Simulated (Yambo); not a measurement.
# InP (F-43m) in Yambo: settings compared

Aim: see how the results for InP move with the level of theory and the settings. Levels: PBEsol, LDA. Tasks: Hartree-Fock levels, optical spectrum, GW quasiparticle levels.

Everything below comes from runs of Yambo 5.3.0. Logs are shortened: lines on timing, memory, paths and dates and some standing lists are left out, and cuts for length are marked.

**Experimental background.**

From a printed reference work, data compilation, for a bulk crystal of InP at 1.6 K: band gap 1.4236 eV (direct).

The results are compared with them further down.

## 1. The crystal as given

Symmetry: F-43m, No. 216, cubic system. The conventional cell has a = 5.861 Å, b = 5.861 Å, c = 5.861 Å, α = 90.00°, β = 90.00°, γ = 90.00°. Around In (site symmetry -43m) lie 4 P at 2.54 Å. P (site symmetry -43m) is surrounded by 4 In at 2.54 Å.

## 2. Hartree-Fock levels, PBEsol

hf2.in

```
rim_cut
HF_and_locXC
RandQpts= 1000000
RandGvec= 50 RL
EXXRLvcs= 70 Ry
VXCRLvcs= 70 Ry
% QPkrange
 1 | 1 | 7 | 11 |
%
```

scf.in

```
&CONTROL
  calculation = 'scf'
  prefix = 'pwscf'
  outdir = './tmp'
  pseudo_dir = './pseudo'
/
&SYSTEM
  ibrav = 0
  nat = 2
  ntyp = 2
  ecutwfc = 70
  nbnd = 15
  occupations = 'smearing'
  smearing = 'fd'
  degauss = 0.00367493
  force_symmorphic = .true.
/
&ELECTRONS
  conv_thr = 4d-10
  electron_maxstep = 120
  mixing_beta = 0.5
/
ATOMIC_SPECIES
In   114.8180 In.upf
P     30.9738 P.upf
CELL_PARAMETERS angstrom
   0.0000000000    2.9305000000    2.9305000000
   2.9305000000    0.0000000000    2.9305000000
   2.9305000000    2.9305000000    0.0000000000
ATOMIC_POSITIONS crystal
In     0.0000000000    0.0000000000    0.0000000000
P      0.7500000000    0.7500000000    0.7500000000
K_POINTS automatic
8 8 8 0 0 0
```

nscf.in

```
&CONTROL
  calculation = 'nscf'
  prefix = 'pwscf'
  outdir = './tmp'
  pseudo_dir = './pseudo'
/
&SYSTEM
  ibrav = 0
  nat = 2
  ntyp = 2
  ecutwfc = 70
  nbnd = 159
  occupations = 'fixed'
  force_symmorphic = .true.
/
&ELECTRONS
  conv_thr = 1d-08
  diago_full_acc = .true.
  diago_thr_init = 1d-06
/
ATOMIC_SPECIES
In   114.8180 In.upf
P     30.9738 P.upf
CELL_PARAMETERS angstrom
   0.0000000000    2.9305000000    2.9305000000
   2.9305000000    0.0000000000    2.9305000000
   2.9305000000    2.9305000000    0.0000000000
ATOMIC_POSITIONS crystal
In     0.0000000000    0.0000000000    0.0000000000
P      0.7500000000    0.7500000000    0.7500000000
K_POINTS automatic
6 6 6 0 0 0
```

Potentials or basis: PseudoDojo 0.4.1 SR PBEsol standard.

Launch:

```console
$ OMP_NUM_THREADS=1 pw.x -in scf.in > scf.out
$ OMP_NUM_THREADS=1 pw.x -in nscf.in > nscf.out
$ cd tmp/pwscf.save; p2y; mv SAVE ../..; cd ../..
$ OMP_NUM_THREADS=1 yambo
$ mkdir -p hf2; ln -s $PWD/g0w00/ndb.RIM hf2/
$ OMP_NUM_THREADS=1 yambo -F hf2.in -J hf2 -C hf2_out
```

Yambo's report:

```text
[... sections 02.01 to 02.04 as in the set-up run ...]

  [02.05] Energies & Occupations
  ==============================

  [X] === General ===
  [X] Electronic Temperature                        :  0.000000  0.000000 [eV K]
  [X] Bosonic    Temperature                        :  0.000000  0.000000 [eV K]
  [X] Finite Temperature mode                       : no
  [X] El. density                                   :  0.35762E+24 [cm-3]
  [X] Fermi Level                                   :  7.040825 [eV]

  [X] === Gaps and Widths ===
  [X] Conduction Band Min                           :  0.613406 [eV]
  [X] Valence Band Max                              :  0.000000 [eV]
  [X] Filled Bands                                  :   9
  [X] Empty Bands                                   :   10  159
  [X] Direct Gap                                    :  0.613406 [eV]
  [X] Direct Gap localized at k                     :  1
  [X] Indirect Gap                                  :  0.613406 [eV]
  [X] Indirect Gap between kpts                     :  1  1
  [X] Last valence band width                       :  2.829700 [eV]
  [X] 1st conduction band width                     :  2.977323 [eV]

 [03] Transferred momenta grid and indexing
 ==========================================

 IBZ Q-points                                      :  16
 BZ  Q-points                                      :  216

 K/Q-points units:
 rlu = crystal or reduced units; cc = cartesian coordinates; iku = interal k-units

 Q [ 1]         [rlu]:  0.000000  0.000000  0.000000
 Q [ 2]         [rlu]: -0.14276E-17 -0.14276E-17  0.16667
 Q [ 3]         [rlu]: -0.28552E-17 -0.28552E-17  0.33333
 Q [ 4]         [rlu]: -0.10839E-15 -0.52875E-16 -0.50000
 Q [ 5]         [rlu]:  0.58249E-19  0.16667      0.16667
 Q [ 6]         [rlu]:  0.10804E-16  0.16667      0.33333
 Q [ 7]         [rlu]:  0.83704E-16  0.16667      0.50000
 Q [ 8]         [rlu]: -0.10534E-16  0.16667     -0.33333
 Q [ 9]         [rlu]:  0.28552E-17  0.16667     -0.16667
 Q [10]         [rlu]:  0.11650E-18  0.33333      0.33333
 Q [11]         [rlu]:  0.25727E-17  0.33333      0.50000
 Q [12]         [rlu]:  0.57104E-17  0.33333     -0.33333
 Q [13]         [rlu]: -0.17475E-18 -0.50000     -0.50000
 Q [14]         [rlu]:  0.166667  0.333333  0.500000
 Q [15]         [rlu]:  0.166667  0.333333 -0.333333
 Q [16]         [rlu]:  0.166667 -0.500000 -0.333333

 [04] Coloumb potential Random Integration (RIM)
 ===============================================

 Summary of Coulomb integrals for non-metallic bands |Q|[au] RIM/Bare

 Q [1] 0.100000E-4 0.995988 * Q [2] 0.163764 1.065884
 Q [5] 0.189098 1.064810 * Q [9] 0.267426 1.027704
 Q [6] 0.313584 1.020409 * Q [3] 0.327528 1.017918
 Q [10] 0.378197 1.014680 * Q [8] 0.412131 1.012308
 Q [14] 0.422837 1.011664 * Q [7] 0.463195 1.009814
 Q [11] 0.491292 1.009050 * Q [4] 0.491292 1.009072
 Q [12] 0.534851 1.007954 * Q [15] 0.559361 1.007414
 Q [13] 0.567295 1.007324 * Q [16] 0.597982 1.006669

 [05] Local Exchange-Correlation + Non-Local Fock
 ================================================

 [VXC] Plane waves :   3479
 [EXS] Plane waves :   3479

 QP @ state[ 1 ] K range:  1  1
 QP @ state[ 1 ] b range:   7  11

 [WF-HF/Rho loader] Normalization (few states)  min/max  :  0.37468E-16   1.0000

 [xc] Functional : Perdew, Burke & Ernzerhof SOL(X)+Perdew, Burke & Ernzerhof SOL(C)
 [xc] LIBXC used to calculate xc functional
  PP Number of Atomic Species                      :  2
  NLCC RL compoments                               :  26813
  PP Number of Atomic Species                      :  2
  NLCC RL compoments                               :  26813
 [WR./hf2//ndb.HF_and_locXC]-----------------------------------------------------
  Brillouin Zone Q/K grids (IBZ/BZ)                :   16  216   16  216
  RL vectors                                       :   4279 [WF]
  Fragmentation                                    : no
  Electronic Temperature                           :  0.000000 [K]
  Bosonic    Temperature                           :  0.000000 [K]
  Green`s function   wavefunctions                 : Perdew, Burke & Ernzerhof SOL(X)+Perdew, Burke & Ernzerhof SOL(C)
  Total number of QP states                        :   5
  Exchange RL vectors                              :   3479
  Exchange summation bands                         :   9
  RIM RL components                                :   51
  RIM random points                                :  1000000

 [xc] E_xc :  -9.007246 [Ha]
      E_xc :  -18.01449 [Ry]

  Local XC kind (lXC) : Perdew, Burke & Ernzerhof SOL(X)+Perdew, Burke & Ernzerhof SOL(C)
  Non-Local XC kind (nlXC) : Hartree-Fock

  Corrections @ K [1] :  [eV]
 <7|nlXC|7> = -13.91302  0.82051E-17 <7|lXC|7> = -12.42174 -0.31945E-21
 <8|nlXC|8> = -13.91302 -0.42589E-19 <8|lXC|8> = -12.42174 -0.93937E-16
 <9|nlXC|9> = -13.91302 -0.31150E-17 <9|lXC|9> = -12.42174  0.10409E-20
 <10|nlXC|10> = -7.960583  0.14473E-21 <10|lXC|10> = -11.30079  0.23605E-16
 <11|nlXC|11> = -6.526222 -0.16962E-17 <11|lXC|11> = -10.27535 -0.94409E-16
```

Run time: 3.9 min. Hardware: 1 thread of Arm Neoverse N1, shared host; peak memory 0.28 GiB.

What came out:

- Band gap on the k mesh, mean-field level: 0.61 eV, direct
- Quasiparticle gap: 5.44 eV
- Least direct quasiparticle gap: 5.44 eV
- Quasiparticle gap at Γ: 5.44 eV
- Band gap of the same states before the correction: 0.61 eV

Quasiparticle terms (eV):
```tsv
k point	band	Kohn-Sham level	Vxc	Σx	Σc	Z	result
(0.000, 0.000, 0.000)	7	0.00	-12.42	-13.91	-	-	-1.49
(0.000, 0.000, 0.000)	8	0.00	-12.42	-13.91	-	-	-1.49
(0.000, 0.000, 0.000)	9	0.00	-12.42	-13.91	-	-	-1.49
(0.000, 0.000, 0.000)	10	0.61	-11.30	-7.96	-	-	3.95
(0.000, 0.000, 0.000)	11	4.02	-10.28	-6.53	-	-	7.76
```

Caveat: the potentials hold a filled d shell without the s and p states of that shell, which can shift GW gaps by tenths of an eV, either way; spin-orbit coupling is left out, which moves the levels of the heavy elements.

## 3. Optical spectrum, PBEsol

optics6.in

```
optics
chi
Chimod= "IP"
% BndsRnXd
 1 | 34 |
%
% LongDrXd
 1 | 1 | 1 |
%
% QpntsRXd
 1 | 1 |
%
% EnRngeXd
 0 | 10 | eV
%
% DmRngeXd
 0.2 | 0.2 | eV
%
ETStpsXd= 300
```

scf.in is that of step 2.

nscf.in is that of step 2.

Potentials or basis: PseudoDojo 0.4.1 SR PBEsol standard.

Launch:

```console
$ OMP_NUM_THREADS=1 pw.x -in scf.in > scf.out
$ OMP_NUM_THREADS=1 pw.x -in nscf.in > nscf.out
$ cd tmp/pwscf.save; p2y; mv SAVE ../..; cd ../..
$ OMP_NUM_THREADS=1 yambo
$ OMP_NUM_THREADS=1 yambo -F optics6.in -J optics6 -C optics6_out
```

Yambo's report:

```text
[... sections 02.01 to 02.04 as in the set-up run ...]

  [02.05] Energies & Occupations
  ==============================

  [X] === General ===
  [X] Electronic Temperature                        :  0.000000  0.000000 [eV K]
  [X] Bosonic    Temperature                        :  0.000000  0.000000 [eV K]
  [X] Finite Temperature mode                       : no
  [X] El. density                                   :  0.35762E+24 [cm-3]
  [X] Fermi Level                                   :  7.040825 [eV]

  [X] === Gaps and Widths ===
  [X] Conduction Band Min                           :  0.613406 [eV]
  [X] Valence Band Max                              :  0.000000 [eV]
  [X] Filled Bands                                  :   9
  [X] Empty Bands                                   :   10  159
  [X] Direct Gap                                    :  0.613406 [eV]
  [X] Direct Gap localized at k                     :  1
  [X] Indirect Gap                                  :  0.613406 [eV]
  [X] Indirect Gap between kpts                     :  1  1
  [X] Last valence band width                       :  2.829700 [eV]
  [X] 1st conduction band width                     :  2.977323 [eV]

 [03] Transferred momenta grid and indexing
 ==========================================

 IBZ Q-points                                      :  16
 BZ  Q-points                                      :  216

 K/Q-points units:
 rlu = crystal or reduced units; cc = cartesian coordinates; iku = interal k-units

 Q [ 1]         [rlu]:  0.000000  0.000000  0.000000
 Q [ 2]         [rlu]: -0.14276E-17 -0.14276E-17  0.16667
 Q [ 3]         [rlu]: -0.28552E-17 -0.28552E-17  0.33333
 Q [ 4]         [rlu]: -0.10839E-15 -0.52875E-16 -0.50000
 Q [ 5]         [rlu]:  0.58249E-19  0.16667      0.16667
 Q [ 6]         [rlu]:  0.10804E-16  0.16667      0.33333
 Q [ 7]         [rlu]:  0.83704E-16  0.16667      0.50000
 Q [ 8]         [rlu]: -0.10534E-16  0.16667     -0.33333
 Q [ 9]         [rlu]:  0.28552E-17  0.16667     -0.16667
 Q [10]         [rlu]:  0.11650E-18  0.33333      0.33333
 Q [11]         [rlu]:  0.25727E-17  0.33333      0.50000
 Q [12]         [rlu]:  0.57104E-17  0.33333     -0.33333
 Q [13]         [rlu]: -0.17475E-18 -0.50000     -0.50000
 Q [14]         [rlu]:  0.166667  0.333333  0.500000
 Q [15]         [rlu]:  0.166667  0.333333 -0.333333
 Q [16]         [rlu]:  0.166667 -0.500000 -0.333333

 [WARNING] [Xd] User bands 1-34 break level degeneracy

 [04] Dipoles
 ============

  [04.01] Setup: observables and procedures
  =========================================

  [WF-Oscillators/G space/Transverse up loader] Normalization (few states)  min/max  :  0.18943E-16   1.0000

  [WR./optics6//ndb.dipoles]------------------------------------------------------
   Brillouin Zone Q/K grids (IBZ/BZ)                :   16  216   16  216
   RL vectors                                       :   4279 [WF]
   Fragmentation                                    : yes
   Electronic Temperature                           :  0.000000 [K]
   Bosonic    Temperature                           :  0.000000 [K]
   DIP band range                                   :    1   34
   DIP band range limits                            :   9  10
   DIP e/h energy range                             : -1.000000 -1.000000 [eV]
   RL vectors in the sum                            :   4279
   [r,Vnl] included                                 : yes
   Bands ordered                                    : yes
   Direct v evaluation                              : no
   Approach used                                    : G-space v
   Dipoles computed                                 : R V P [G-space]
   Wavefunctions                                    : Perdew, Burke & Ernzerhof SOL(X)+Perdew, Burke & Ernzerhof SOL(C)

  [WARNING] [r,Vnl^pseudo] included in position and velocity dipoles.

  [WARNING] In case H contains other non local terms, these are neglected

 [05] Optics
 ===========

 [X-CG] R(p) Tot o/o(of R):    2759   48600     100
```

o-optics6.eps_q1_ip:

```text
# Absorption @ Q(1):  0.577350269     0.577350269     0.577350269    [q->0 direction]
#
# [ X ] Hartree size                              :  1
# [GEN] GF Energies                               : Perdew, Burke & Ernzerhof SOL(X)+Perdew, Burke & Ernzerhof SOL(C)
# [GEN] Green`s Function                          : T-ordered
#
# [GEN] Gauge                                     : Length
# [GEN] [r,Vnl] included                          : yes
#
#    E[1] [eV]          Im(eps)            Re(eps)
#
        0.000000           4.564467           24.78774
        0.033445           4.591770           24.80857
        0.066890           4.674757           24.87104
        0.100334           4.816745           24.97507
        0.133779           5.023495           25.12031
        0.167224           5.303585           25.30584
[... 292 lines left out ...]
        9.966555           1.354513          -1.805833
        10.00000           1.287132          -1.797254
#
```

It took 3.9 min on 1 thread of Arm Neoverse N1, shared host; peak memory 0.24 GiB.

What came out:

```
Band gap on the k mesh, mean-field level       : 0.61 eV, direct
Electronic dielectric constant along the field : 24.79
```

Dielectric function (along the field direction of the input):
```csv
energy (eV),real part,imaginary part
0.27,26.07,6.72
0.60,17.87,21.22
0.94,7.99,6.94
1.27,12.40,3.58
1.61,16.60,4.36
1.94,19.90,12.49
2.27,11.87,17.66
2.61,4.07,8.82
2.94,10.43,7.50
3.28,11.85,8.40
3.61,16.32,16.59
3.95,4.47,27.19
4.28,-8.14,17.63
4.62,-3.69,9.52
4.95,-2.01,7.67
5.28,-0.99,9.20
5.62,-2.33,10.87
5.95,-3.18,7.10
6.29,-3.52,8.25
6.62,-4.78,5.93
6.96,-4.28,5.10
7.29,-4.14,3.69
7.63,-3.42,3.12
7.96,-3.48,2.38
8.29,-2.61,1.62
8.63,-1.91,1.90
8.96,-2.30,1.62
9.30,-1.46,1.44
9.63,-1.62,1.67
10.00,-1.80,1.29
```

Caveat: spectra need much finer meshes, so this one isn't converged; independent-particle spectra lack excitons; spin-orbit coupling is left out, which moves the levels of the heavy elements.

(Part 1 of 3 ends here.)
